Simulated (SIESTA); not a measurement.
**TiO2 under changes of volume**

One of the cells (9.704 Å³/atom); the others are scaled copies at fixed shape and fractional positions:

```
CELL_PARAMETERS angstrom
4.81270 0.00000 0.00000
0.00000 4.87188 0.00000
-0.86289 0.00000 4.96659
ATOMIC_POSITIONS crystal
Ti 0.27744 0.05281 0.21315
Ti 0.72256 0.55281 0.28685
Ti 0.72256 0.94719 0.78685
Ti 0.27744 0.44719 0.71315
O 0.06384 0.17697 0.85156
O 0.93616 0.67697 0.64844
O 0.93616 0.82303 0.14844
O 0.06384 0.32303 0.35156
O 0.44536 0.75763 0.46677
O 0.55464 0.25763 0.03323
O 0.55464 0.24237 0.53323
O 0.44536 0.74237 0.96677
```

The cell comes from a database or a generator and needn't be the stable form of this composition.

| Quantity | Value |
| --- | --- |
| Program | SIESTA 5.4.2 |
| Functional | LDA |
| Potentials or basis | PseudoDojo 0.4 standard (LDA files) |
| Basis | DZP (energy shift 0.003 Ry; two zetas on semicore shells) |
| Grid cutoff | 800 Ry |
| Energy shift | 0.003 Ry |
| k mesh | 4 × 4 × 4 |
| Occupations | fermi-dirac, width 0.05 eV |
| Spin | no spin polarisation |

```tsv
volume (Å³/atom)	energy over the lowest point (meV/atom)	pressure (GPa)	gap on the mesh (eV)	largest force (eV/Å)
9.122	10.62	10.8	2.28	0.458
9.316	1.56	4.3	2.24	0.326
9.510	0.00	-1.6	2.19	0.216
9.704	5.15	-6.8	2.13	0.149
9.898	16.32	-11.5	2.08	0.160
10.092	?	?	?	?
10.287	54.34	-19.6	1.98	0.311
```

Question: What does the run at 10.092 Å³/atom give?

Answer: Energy over the lowest point 32.91 meV/atom; pressure -15.8 GPa; gap on the mesh 2.03 eV; largest force 0.227 eV/Å.

Worked out: A Birch-Murnaghan fit of order 3 (a polynomial in V^(-2/3)) to the other rows has its minimum at 9.46 Å³/atom with B0 = V·E''(V) = 279 GPa and B' = 4.4 at fixed shape and positions, which overstates the stiffness. It gives 32.86 meV/atom at 10.092 Å³/atom, against the run's 32.91, and -dE/dV = -15.7 GPa, against -15.8. A straight line through the other rows of the gap, of slope -2.55 eV per unit of ln V, gives 2.03 eV, against the run's 2.03.

Energies are extrapolated to zero smearing.

Caveats: the basis of atomic orbitals isn't converged, which shifts pressures, moduli and gaps.

A mesh can miss the band edges.
